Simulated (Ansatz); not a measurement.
Cadmium (simple cubic) across density functionals

All rows: Ansatz, plane waves with scalar-relativistic PAW, 420 eV (500 eV for the SCAN forms), relaxed under each functional, no dispersion correction, no zero-point motion. B₀ comes from uniform scaling at fixed shape; a dash is a value not given.

```json
{"functional": "PBE", "V (Å³/atom)": "26.85", "cell": "a = 2.994 Å", "B₀ (GPa)": "30", "magnetic state": "spin not included", "ΔE to hcp (meV/atom)": "126"}
{"functional": "r²SCAN", "V (Å³/atom)": "25.43", "cell": "a = 2.941 Å", "B₀ (GPa)": "38", "magnetic state": "spin not included", "ΔE to hcp (meV/atom)": "162"}
{"functional": "PBEsol", "V (Å³/atom)": "24.49", "cell": "a = 2.904 Å", "B₀ (GPa)": "42", "magnetic state": "spin not included", "ΔE to hcp (meV/atom)": "181"}
{"functional": "LDA", "V (Å³/atom)": "23.21", "cell": "a = 2.852 Å", "B₀ (GPa)": "51", "magnetic state": "spin not included", "ΔE to hcp (meV/atom)": "184"}
{"functional": "revPBE", "V (Å³/atom)": "28.21", "cell": "a = 3.044 Å", "B₀ (GPa)": "24", "magnetic state": "spin not included", "ΔE to hcp (meV/atom)": "105"}
{"functional": "RPBE", "V (Å³/atom)": "28.85", "cell": "a = 3.067 Å", "B₀ (GPa)": "20", "magnetic state": "spin not included", "ΔE to hcp (meV/atom)": "97"}
{"functional": "BLYP", "V (Å³/atom)": "30.76", "cell": "a = 3.133 Å", "B₀ (GPa)": "15", "magnetic state": "spin not included", "ΔE to hcp (meV/atom)": "-24"}
```

LDA gives the smallest volume and BLYP the largest.
